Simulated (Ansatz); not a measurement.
# Ge: the cell at several levels of theory

An exercise on one series of results from a longer session: the logs are not shown, and one member is left open.

Code: Ansatz 0.2.0. PAW datasets, plane waves, zero pressure. Simulation only: spin-unpolarised, and no claim that this is the phase found in nature.

## The system as given

This is the cell as the run starts from it, not yet at rest; its lengths are not the crystal's.

It is hexagonal, P6_3/mmc (No. 194); a = 3.919 Å, c = 12.800 Å in the conventional setting, 21.28 Å³ an atom. Around Ge lie 4 Ge at 2.40 Å.

Coordinates:

```cif
data_structure
_symmetry_space_group_name_H-M 'P6_3/mmc'
_symmetry_Int_Tables_number 194
_cell_length_a 3.9192
_cell_length_b 3.9192
_cell_length_c 12.8001
_cell_angle_alpha 90.000
_cell_angle_beta 90.000
_cell_angle_gamma 120.000
_cell_volume 170.27
loop_
_atom_site_label
_atom_site_type_symbol
_atom_site_symmetry_multiplicity
_atom_site_Wyckoff_symbol
_atom_site_fract_x
_atom_site_fract_y
_atom_site_fract_z
_atom_site_occupancy
Ge1 Ge 4 e 0.00000 0.00000 0.90625 1
Ge2 Ge 4 f 0.33333 0.66667 0.15625 1
```

The first run:

input.yaml reads:

```yaml
crystal:
  lattice:
    - [3.9191835885, 0.0, 0.0]
    - [-1.9595917942, 3.3941125497, 0.0]
    - [0.0, 0.0, 12.8000535999]
  atoms:
    - { symbol: Ge, position: [0.0, 0.0, 0.0] }
    - { symbol: Ge, position: [0.3333333333, 0.6666666667, 0.25] }
    - { symbol: Ge, position: [0.0, 0.0, 0.5] }
    - { symbol: Ge, position: [0.6666666667, 0.3333333333, 0.75] }
    - { symbol: Ge, position: [0.0, 0.0, 0.1875] }
    - { symbol: Ge, position: [0.3333333333, 0.6666666667, 0.4375] }
    - { symbol: Ge, position: [0.0, 0.0, 0.6875] }
    - { symbol: Ge, position: [0.6666666667, 0.3333333333, 0.9375] }
kpoints:
  mp_grid: { grid: [12, 12, 2] }
hamiltonian:
  xc: pbe
scf:
  occupations: { method: fermi_dirac, width: 0.02 }
relax:
  f_tol: 0.005
  cell: {}
```

Command:

```
$ ansatz run input.yaml --threads 4 --pin off --max-ram 7372MiB --backend cpu --events-out ev --progress --plain --runs-dir out
```

Steps of the session up to this table: Relaxing with PBE; r2SCAN: cell and atoms; Relaxation with PBEsol; LDA: cell and atoms.

One table of the session follows, with a row left open; its other results are not shown here.

| level | a (Å) | c (Å) | volume (Å³/atom) |
| --- | --- | --- | --- |
| PBE | 4.065 | 13.343 | 23.868 |
| r2SCAN | 4.005 | 13.134 | 22.800 |
| PBEsol | 4.012 | 13.122 | 22.864 |
| LDA | ? | ? | ? |

**Question.** Estimate the row for LDA.

**Answer.** a (Å): 3.973; c (Å): 12.986; volume (Å³/atom): 22.187. In the column «a (Å)» it is the lowest.

**Reading.** From the start to the first minimum the volume moved by +12.1 %. The volume runs from LDA (least) to PBE (most), a spread of 7.6 %, or 2.5 % in length if all axes shared it alike. The meshes differ: PBE 12×12×2, r2SCAN 6×6×2, PBEsol 6×6×2, LDA 6×6×2.
